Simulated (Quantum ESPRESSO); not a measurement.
# Al (Fm-3m) in Quantum ESPRESSO: notebook, part 3 of 3

Quantum ESPRESSO 7.5.

## (4) Phonons, PBE

The input, pw.in:

```
&CONTROL
  calculation = 'scf'
  prefix = 'pwscf'
  outdir = './tmp'
  pseudo_dir = './pseudo'
  tprnfor = .true.
  tstress = .true.
  disk_io = 'low'
/
&SYSTEM
  ibrav = 0
  nat = 1
  ntyp = 1
  ecutwfc = 36
  ecutrho = 216
  nbnd = 6
  occupations = 'smearing'
  smearing = 'mv'
  degauss = 0.01469973
/
&ELECTRONS
  conv_thr = 2d-10
  electron_maxstep = 120
  mixing_beta = 0.5
/
ATOMIC_SPECIES
Al    26.9815 Al.GGA_PBE-JTH.UPF
CELL_PARAMETERS angstrom
   0.0000000000    2.0248050000    2.0248050000
   2.0248050000    0.0000000000    2.0248050000
   2.0248050000    2.0248050000    0.0000000000
ATOMIC_POSITIONS crystal
Al     0.0000000000    0.0000000000    0.0000000000
K_POINTS automatic
11 11 11 0 0 0
```

The input, relax.in:

```
&CONTROL
  calculation = 'vc-relax'
  prefix = 'pwscf'
  outdir = './tmp'
  pseudo_dir = './pseudo'
  tprnfor = .true.
  tstress = .true.
  disk_io = 'low'
  nstep = 40
  forc_conv_thr = 0.0001
  etot_conv_thr = 1d-06
/
&SYSTEM
  ibrav = 0
  nat = 1
  ntyp = 1
  ecutwfc = 36
  ecutrho = 216
  nbnd = 6
  occupations = 'smearing'
  smearing = 'mv'
  degauss = 0.01469973
/
&ELECTRONS
  conv_thr = 2d-10
  electron_maxstep = 120
  mixing_beta = 0.5
/
&IONS
  ion_dynamics = 'bfgs'
/
&CELL
  cell_dynamics = 'bfgs'
  press = 0
  press_conv_thr = 0.2
/
ATOMIC_SPECIES
Al    26.9815 Al.GGA_PBE-JTH.UPF
CELL_PARAMETERS angstrom
   0.0000000000    2.0248050000    2.0248050000
   2.0248050000    0.0000000000    2.0248050000
   2.0248050000    2.0248050000    0.0000000000
ATOMIC_POSITIONS crystal
Al     0.0000000000    0.0000000000    0.0000000000
K_POINTS automatic
11 11 11 0 0 0
```

The input, scf2.in:

```
&CONTROL
  calculation = 'scf'
  prefix = 'pwscf'
  outdir = './tmp'
  pseudo_dir = './pseudo'
  tprnfor = .true.
  tstress = .true.
  disk_io = 'low'
/
&SYSTEM
  ibrav = 0
  nat = 1
  ntyp = 1
  ecutwfc = 36
  ecutrho = 216
  nbnd = 6
  occupations = 'smearing'
  smearing = 'mv'
  degauss = 0.01469973
/
&ELECTRONS
  conv_thr = 1d-13
  electron_maxstep = 120
  mixing_beta = 0.5
  startingpot = 'file'
  startingwfc = 'file'
/
ATOMIC_SPECIES
Al    26.9815 Al.GGA_PBE-JTH.UPF
CELL_PARAMETERS angstrom
   0.0000000000    2.0202241605    2.0202241605
   2.0202241605    0.0000000000    2.0202241605
   2.0202241605    2.0202241605    0.0000000000
ATOMIC_POSITIONS crystal
Al     0.0000000000    0.0000000000    0.0000000000
K_POINTS automatic
11 11 11 0 0 0
```

The input, ph.in:

```
phonons of Al
&INPUTPH
  prefix = 'pwscf'
  outdir = './tmp'
  tr2_ph = 1d-16
  fildyn = 'dyn'
  niter_ph = 60
  alpha_mix(1) = 0.4
/
0.3535533906 0.3535533906 0.3535533906
```

Potentials or basis: JTH 2.0 PBE.

Run with:

```bash
OMP_NUM_THREADS=1 pw.x -in pw.in > pw.out
OMP_NUM_THREADS=1 pw.x -in relax.in > relax.out
OMP_NUM_THREADS=1 pw.x -in scf2.in > scf2.out
OMP_NUM_THREADS=1 ph.x -in ph.in > ph.out
```

pw.out:

```text
This program is part of the open-source Quantum ESPRESSO suite
     for quantum simulation of materials; please cite
         "P. Giannozzi et al., J. Phys.:Condens. Matter 21 395502 (2009);
         "P. Giannozzi et al., J. Phys.:Condens. Matter 29 465901 (2017);
         "P. Giannozzi et al., J. Chem. Phys. 152 154105 (2020);
     in publications or presentations arising from this work. More details at

     file Al.GGA_PBE-JTH.UPF: wavefunction(s)  3S 0S 3P 0P renormalized
     Message from routine setup:
     using ibrav=0 with symmetry is DISCOURAGED, use correct ibrav instead

     G-vector sticks info
     --------------------
     sticks:   dense  smooth     PW     G-vecs:    dense   smooth      PW
     Sum         433     295     97                 5985     3287     645

     Using Slab Decomposition

     bravais-lattice index     =            0
     lattice parameter (alat)  =       5.4112  a.u.
     unit-cell volume          =     112.0408 (a.u.)^3
     number of atoms/cell      =            1
     number of atomic types    =            1
     number of electrons       =         3.00
     number of Kohn-Sham states=            6
     kinetic-energy cutoff     =      36.0000  Ry
     charge density cutoff     =     216.0000  Ry
     scf convergence threshold =      2.0E-10
     mixing beta               =       0.5000
     number of iterations used =            8  plain     mixing
     Exchange-correlation= SLA PW PBX PBC
                           (   1   4   3   4   0   0   0)

     celldm(1)=   5.411243  celldm(2)=   0.000000  celldm(3)=   0.000000
     celldm(4)=   0.000000  celldm(5)=   0.000000  celldm(6)=   0.000000

     crystal axes: (cart. coord. in units of alat)
[... 95 lines left out ...]

     starting charge       2.9977, renormalised to       3.0000

     negative rho (up, down):  7.058E-04 0.000E+00
     Starting wfcs are    8 randomized atomic wfcs

     Self-consistent Calculation

     iteration #  1     ecut=    36.00 Ry     beta= 0.50
     Davidson diagonalization with overlap
     ethr =  1.00E-02,  avg # of iterations =  5.8

     Threshold (ethr) on eigenvalues was too large:
     Diagonalizing with lowered threshold

     Davidson diagonalization with overlap
     ethr =  1.90E-04,  avg # of iterations =  2.4

     negative rho (up, down):  7.104E-04 0.000E+00
[... 40 lines left out ...]
     iteration #  6     ecut=    36.00 Ry     beta= 0.50
     Davidson diagonalization with overlap
     ethr =  1.63E-10,  avg # of iterations =  1.4

     negative rho (up, down):  6.898E-04 0.000E+00

     End of self-consistent calculation

          k = 0.0000 0.0000 0.0000 (   411 PWs)   bands (ev):

    -3.2208  20.4643  20.4643  21.8832  21.8834  21.8834

          k = 0.0643 0.0643-0.0643 (   405 PWs)   bands (ev):
[... 215 lines left out ...]
          k = 0.0000-0.3857 0.6428 (   404 PWs)   bands (ev):

     6.4881   6.7430   8.1466  10.0229  21.7465  24.5691

     the Fermi energy is     7.8820 ev

!    total energy              =     -39.50349090 Ry
     total all-electron energy =       -39.503491 Ry
     estimated scf accuracy    <          4.5E-11 Ry
     smearing contrib. (-TS)   =       0.00002429 Ry
     internal energy E=F+TS    =     -39.50351520 Ry

     The total energy is F=E-TS. E is the sum of the following terms:
     one-electron contribution =       3.14102185 Ry
     hartree contribution      =       0.00811729 Ry
     xc contribution           =      -2.09950280 Ry
     ewald contribution        =      -5.39208486 Ry
     one-center paw contrib.   =     -35.16106668 Ry

     convergence has been achieved in   6 iterations

     negative rho (up, down):  6.898E-04 0.000E+00

     Forces acting on atoms (cartesian axes, Ry/au):

     atom    1 type  1   force =     0.00000000    0.00000000    0.00000000

     Total force =     0.000000     Total SCF correction =     0.000000

     Computing stress (Cartesian axis) and pressure

     negative rho (up, down):  6.898E-04 0.000E+00
          total   stress  (Ry/bohr**3)                   (kbar)     P=       -5.33
  -0.00003620   0.00000000   0.00000000           -5.33        0.00        0.00
   0.00000000  -0.00003620   0.00000000            0.00       -5.33        0.00
   0.00000000   0.00000000  -0.00003620            0.00        0.00       -5.33

=------------------------------------------------------------------------------=
   JOB DONE.
=------------------------------------------------------------------------------=
```

relax.out:

```text
This program is part of the open-source Quantum ESPRESSO suite
     for quantum simulation of materials; please cite
         "P. Giannozzi et al., J. Phys.:Condens. Matter 21 395502 (2009);
         "P. Giannozzi et al., J. Phys.:Condens. Matter 29 465901 (2017);
         "P. Giannozzi et al., J. Chem. Phys. 152 154105 (2020);
[... 1895 lines left out ...]
   0.00000000  -0.00000003   0.00000000            0.00       -0.00        0.00
   0.00000000   0.00000000  -0.00000003            0.00        0.00       -0.00

=------------------------------------------------------------------------------=
   JOB DONE.
=------------------------------------------------------------------------------=
```

scf2.out:

```text
This program is part of the open-source Quantum ESPRESSO suite
     for quantum simulation of materials; please cite
         "P. Giannozzi et al., J. Phys.:Condens. Matter 21 395502 (2009);
         "P. Giannozzi et al., J. Phys.:Condens. Matter 29 465901 (2017);
         "P. Giannozzi et al., J. Chem. Phys. 152 154105 (2020);
[... 401 lines left out ...]
   0.00000000  -0.00000003   0.00000000            0.00       -0.00        0.00
   0.00000000   0.00000000  -0.00000003            0.00        0.00       -0.00

=------------------------------------------------------------------------------=
   JOB DONE.
=------------------------------------------------------------------------------=
```

It took 35 s on 1 thread of Arm Neoverse V1, shared host; peak memory 0.09 GiB.

Results:

```yaml
Free_energy: -537.4725 eV
Relaxed_volume: 16.49 Å³/atom
Relaxed_cell: a = 2.857 Å, b = 2.857 Å, c = 2.857 Å, α = 60.00°, β = 60.00°, γ = 60.00°
Space_group_after_relaxing_to_0.05_Å: Fm-3m (No. 225)
Pressure_after_relaxing: 0.0 GPa
Band_gap_on_the_k_mesh: none (metal or under the smearing width)
Highest_phonon_frequency_at_the_q_point_run: 300 cm⁻¹
```

The path:
| step | energy change (eV) | largest force (eV/Å) | pressure (GPa) | volume (Å³) |
| --- | --- | --- | --- | --- |
| 1 | 0.0000 | 0.0000 | -0.53 | 16.60 |
| 2 | -0.0001 | 0.0000 | -0.32 | 16.56 |
| 3 | -0.0002 | 0.0000 | 0.00 | 16.49 |
| 4 | -0.0002 | 0.0000 | 0.00 | 16.49 |

Final structure:
```
Al
1.0
     0.00000    2.02022    2.02022
     2.02022    0.00000    2.02022
     2.02022    2.02022    0.00000
Al
1
Direct
  0.00000 0.00000 0.00000
```

Phonon frequencies in cm⁻¹ (negative: imaginary):
```csv
q point,frequencies
"(0.500, 0.500, 0.500)",141 141 300
```

Phonon modes at q = (0.500, 0.500, 0.500) in reciprocal lattice units:
```csv
mode,symmetry,cm⁻¹
1,E_u,141
2,E_u,141
3,A_2u,300
```

Caveat: the cutoff is low for these files, which shifts pressure and relaxed volume; the q point doesn't lie on the k mesh, which can shift a metal's frequencies strongly unless the mesh is converged.

## (5) The runs side by side

| level | potentials or basis | cutoff (eV) | smearing | form of the LDA correlation | gap on the mesh (eV) | pressure (GPa) |
| --- | --- | --- | --- | --- | --- | --- |
| LDA | GBRV 1.5 LDA | 612 | methfessel-paxton 0.136 eV | PZ81 | none | 0.0 |
| PBEsol | GBRV 1.5 PBEsol | 612 | methfessel-paxton 0.2 eV | - | none | 0.0 |
| PBE | JTH 2.0 PBE | 490 | cold 0.2 eV | - | none | 0.0 |

Alike in all rows: task phonons; no spin polarisation; cell relaxed; k mesh 11 × 11 × 11.

Caveats: the q point doesn't lie on the k mesh, which can shift a metal's frequencies strongly unless the mesh is converged; the cutoff is low for these files, which shifts pressure and relaxed volume (some runs).

Total energies depend on the potentials used, so only differences within one code and one set of settings carry meaning.
